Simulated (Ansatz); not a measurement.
The cell is COD entry 1539502, as deposited and not checked against the literature; nothing was relaxed.

HfC: DFT, PBE, all-electron LAPW, scalar-relativistic (Ansatz 0.2.0).

Command: `ansatz run input.yaml --threads 1 --pin off --max-ram 3072MiB --backend cpu --events-out ev --progress --plain --runs-dir out` The run took 44 s on 1 thread of Arm Neoverse V1, on a shared host, peak memory 0.48 GiB.

```yaml
crystal:
  lattice:
    - [0.0, 2.325, 2.325]
    - [2.325, 0.0, 2.325]
    - [2.325, 2.325, 0.0]
  atoms:
    - { symbol: Hf, position: [0.5, 0.5, 0.5] }
    - { symbol: C, position: [0.0, 0.0, 0.0] }
kpoints:
  mp_grid: { grid: [15, 15, 15] }
  band_path:
    path:
      - [0.0, 0.0, 0.0]
      - [0.5, 0.0, 0.5]
      - [0.625, 0.25, 0.625]
      - [0.375, 0.375, 0.75]
      - [0.0, 0.0, 0.0]
      - [0.5, 0.5, 0.5]
      - [0.5, 0.25, 0.75]
      - [0.5, 0.0, 0.5]
    npoints: 14
scf:
  occupations: { method: fermi_dirac, width: 0.05 }
hamiltonian:
  xc: pbe
  pseudopotentials: { kind: all_electron, lapw: { basis_error: 0.001 } }
output:
  forces: true
  stress: true
  eigenvalues: true
  populations: true
  dos: { projected: true, de: 0.2, e_range: [-14, 8] }
```

Output:

```
Hf: projections on atomic orbitals take those of the free atom 1s2 2s2 2p6 3s2 3p6 3d10 4s2 4p6 4d10 4f14 5s2 5p6 5d2 6s2, of charge +0.00 (hamiltonian.pseudopotentials.projection_atoms)
C: projections on atomic orbitals take those of the free atom 1s2 2s2 2p2, of charge +0.00 (hamiltonian.pseudopotentials.projection_atoms)
LAPW: plane waves up to 8.912 Å⁻¹, error target 1.0e-3 eV per atom; small_component_spin mean_spin; C in spheres of 0.956 Å, 6 of its electrons in bands, Dirac shells []; Hf in spheres of 1.369 Å, 42 of its electrons in bands, Dirac shells []
Engine: ansatz 0.2.0
Pseudopotentials: kind: all_electron
Pseudopotential: Hf, LAPW, valence charge 42, Koelling and Harmon's equation, gaussian nucleus
Pseudopotential: C, LAPW, valence charge 6, Koelling and Harmon's equation, gaussian nucleus
Functional definition: PBE
  parameter kappa = 0.804
  parameter beta = 0.06672455060314922
  exchange = pbe_x(kappa = kappa, mu = beta*pi^2/3)
  correlation = pbe_c(beta = beta)
Crystal: 2 atoms, lattice volume = 25.136 Å³
Basis set: ecut = 302.62955826816193 eV, 307 PW (Γ), exchange–correlation at level 2
Bands: 29, of which v1, the nominal top of the filled ones, is band 24 counted from 1 (23 counted from 0)
Symmetry: 48 space group operations
Space group: Fm-3m (ITA 225), of the structure as read, at distance tolerance 2.9e-5 Å
k-points: 120 of 3375
Non-local potential: Hf, projectors of the file, none
Non-local potential: C, projectors of the file, none
Initial density: superposition of atomic densities (chi_scale 0.1, normalization cell, long waves kept (reshape's long-wave potential 0.00 eV rms))
Initial wavefunctions: plane waves of lowest kinetic energy (no species holds an atomic orbital)
Functional: x = pbe(κ = 0.804, μ = 0.2195149727645171), c = pbe(β = 0.06672455060314922)
iter 1 solved again at ethr=1.24e-2 eV; its pass at ethr=1.00e-1 eV (dr2=5.93e0 eV) is discarded
SCF iter   1: F=—  HF=-411290.936702 eV  |F-HF|=—  |Δ(HF+E_count)|=         —  Δρ=1.29e-1  dr2=5.93e0  ethr=1.24e-2  ⟨swp⟩=2.0  Hψ=20772  notcnv=0
preconditioner: auto → Kerker (q_TF=auto, 3.039 Å⁻¹)  [metal: Δε(μ)=0.077 eV  Ē_g=18.104 eV  σ=0.050 eV  W_gap=0.32  n_scr=14 (ndim 8)  ℏωp=39.2 eV  f_vac=0.000  D(μ)=0.08/eV (n_scr^D=0)]
iter 2 solved again at ethr=5.67e-4 eV; its pass at ethr=1.24e-2 eV (dr2=2.72e-1 eV) is discarded
SCF iter   2: F=—  HF=-411288.976076 eV  |F-HF|=—  |Δ(HF+E_count)|=    1.96e0  Δρ=2.97e-2  dr2=2.72e-1  ethr=5.67e-4  ⟨swp⟩=2.0  Hψ=17696  notcnv=0
SCF iter   3: F=—  HF=-411288.975326 eV  |F-HF|=—  |Δ(HF+E_count)|=         —  Δρ=2.83e-2  dr2=2.94e-1  ethr=5.67e-4  ⟨swp⟩=2.0  Hψ=10867  notcnv=0
the basis was enlarged: its passes take 332.7 KiB over the memory plan, 1 of 1 planned eigensolver slots
SCF iter   4: F=—  HF=-411288.992746 eV  |F-HF|=—  |Δ(HF+E_count)|=   1.74e-2  Δρ=1.66e-2  dr2=1.04e-1  ethr=5.67e-4  ⟨swp⟩=2.0  Hψ=9756  notcnv=0
SCF iter   5: F=—  HF=-411288.945727 eV  |F-HF|=—  |Δ(HF+E_count)|=   4.70e-2  Δρ=3.91e-3  dr2=4.87e-3  ethr=2.16e-4  ⟨swp⟩=2.4  Hψ=10374  notcnv=0
SCF iter   6: F=—  HF=-411288.944835 eV  |F-HF|=—  |Δ(HF+E_count)|=   8.92e-4  Δρ=1.28e-3  dr2=6.10e-4  ethr=1.01e-5  ⟨swp⟩=2.0  Hψ=10423  notcnv=0
SCF iter   7: F=—  HF=-411288.944772 eV  |F-HF|=—  |Δ(HF+E_count)|=   6.33e-5  Δρ=4.87e-4  dr2=7.79e-5  ethr=1.27e-6  ⟨swp⟩=2.0  Hψ=10425  notcnv=0
SCF iter   8: F=—  HF=-411288.944776 eV  |F-HF|=—  |Δ(HF+E_count)|=   3.76e-6  Δρ=1.61e-4  dr2=8.47e-6  ethr=1.62e-7  ⟨swp⟩=2.0  Hψ=10425  notcnv=0
SCF iter   9: F=—  HF=-411288.944773 eV  |F-HF|=—  |Δ(HF+E_count)|=   2.97e-6  Δρ=5.08e-5  dr2=7.40e-7  ethr=1.76e-8  ⟨swp⟩=2.4  Hψ=10572  notcnv=0
SCF iter  10: F=-411288.944773 eV  HF=-411288.944773 eV  |F-HF|=2.21e-8  |Δ(HF+E_count)|=   2.04e-8  Δρ=1.30e-5  dr2=4.29e-8  ethr=1.54e-9  ⟨swp⟩=2.4  Hψ=10572  notcnv=0
SCF 1 converged in 10 iterations: F = -411288.944773 eV  dr2 = 4.29e-8
NSCF: frozen V_eff on 99 k-points
SCF converged after 10 iterations
Free energy (F): -411288.944773 eV
Harris-Foulkes:  -411288.944773 eV  (|F-HF|=2.21e-8)
Internal energy: -411288.941592 eV  (E = F + TS)
E sigma→0 (E₀):  -411288.943182 eV
Entropy (-TS):   -0.003181 eV (-1.590 meV/atom)
Fermi energy:    20.460620 eV
--- Per-component energies (eV) ---
  E_band       = -4279.392301
  E_kinetic    = 457513.859138
  E_xc         = -8563.360258
  E_electrostatic = -860239.440472  (all electrons and nuclei)
  E_smearing   = -0.003181  (= −TS)
  E_closure    = 0.000000  (closes the sum)
  E_atoms      = -411270.553854  (free atoms, spherical and without spin; not in F)
  Σ components = -411288.944773   (vs F -411288.944773, Δ=0.00e0)
  Basis errors (estimates in eV, not in F): energy 3.6e-4 per atom: plane waves 3.2e-4 (1.8e-4 summed), levels above the bands 2.1e-62, relativity 4.4e-8, radial functions 4.3e-5, core shells 1.1e-7; eigenvalues (radial functions only) 3.8e-6; not estimated: angular momenta, meshes, grids; target (lapw.basis_error) 1.0e-3; muffin-tin radii C 0.956 Å, Hf 1.369 Å
--- Forces (eV/Å), atoms counted from 1 ---
  atom   1  Hf     0.00000000    -0.00000000    -0.00000000
  atom   2  C     -0.00000000    -0.00000000    -0.00000000
  max |Σ_I F_I| component: 9.53e-31 eV/Å
--- Stress (GPa, compression-positive) ---
        0.254198       0.000000       0.000000
        0.000000       0.254198      -0.000000
        0.000000      -0.000000       0.254198
  P = ⅓ Tr σ = 0.2542 GPa (2.542 kbar)
--- Band table (eV; the first three rows and the last of 120) ---
  k-point 0: bands = ["-352.1780", "-352.1780", "-352.1780", "-244.0607", "-180.0502", "-180.0502", "-180.0502", "-180.0325", "-180.0325", "-40.6488", "-9.1012", "-9.1012", "-9.1012", "8.1504", "9.3849", "9.3937", "9.3937", "9.3937", "9.4743", "9.4743", "9.4743", "21.5278", "21.5278", "21.5278", "21.8413", "21.8413", "21.8413", "23.8409", "23.8409"]
  k-point 1: bands = ["-352.1780", "-352.1780", "-352.1780", "-244.0607", "-180.0502", "-180.0502", "-180.0502", "-180.0325", "-180.0325", "-40.6470", "-9.1324", "-9.1042", "-9.1042", "8.2589", "9.3866", "9.3963", "9.3963", "9.3963", "9.4718", "9.4718", "9.4744", "20.6895", "20.9462", "20.9462", "22.0892", "22.0892", "22.3998", "24.4035", "24.4035"]
  k-point 2: bands = ["-352.1780", "-352.1780", "-352.1780", "-244.0607", "-180.0502", "-180.0502", "-180.0502", "-180.0325", "-180.0325", "-40.6421", "-9.2197", "-9.1127", "-9.1127", "8.5683", "9.3912", "9.4037", "9.4037", "9.4103", "9.4650", "9.4650", "9.4746", "19.5472", "20.0789", "20.0789", "22.4619", "22.4619", "22.8384", "25.5722", "25.5722"]
  k-point 119: bands = ["-352.1780", "-352.1780", "-352.1780", "-244.0607", "-180.0502", "-180.0502", "-180.0502", "-180.0325", "-180.0325", "-40.5952", "-9.5320", "-9.5062", "-9.3356", "9.3721", "9.4155", "9.4228", "9.4255", "9.4421", "9.4499", "9.4509", "10.8793", "17.2669", "17.7341", "17.9499", "23.7815", "24.4794", "27.1704", "27.6585", "28.7448"]
--- Löwdin populations: 2 sites ---
  site symbol       q [e]
     0     Hf     71.2507
     1      C      6.7141
  spilling = 0.000451 (of n_electrons = 78.000000)
```

populations.tsv:

```
# site	symbol	l	j	q
# orbitals = lowdin
# n_electrons = 78.000000
# spilling = 0.000451
# projection_atom_Hf: 1s2 2s2 2p6 3s2 3p6 3d10 4s2 4p6 4d10 4f14 5s2 5p6 5d2 6s2
# projection_atom_C: 1s2 2s2 2p2
0	Hf	0_1S	-	1.999999
0	Hf	0_2S	-	1.999979
0	Hf	0_3S	-	1.999727
0	Hf	0_4S	-	1.997166
0	Hf	0_5S	-	1.951147
0	Hf	0_6S	-	0.459849
0	Hf	1_2P	-	6.000000
0	Hf	1_3P	-	5.999999
0	Hf	1_4P	-	5.999905
0	Hf	1_5P	-	5.985927
0	Hf	2_3D	-	10.000000
0	Hf	2_4D	-	9.999923
0	Hf	2_5D	-	2.863696
0	Hf	3_4F	-	13.993378
1	C	0_1S	-	1.993803
1	C	0_2S	-	1.289342
1	C	1_2P	-	3.430997
```
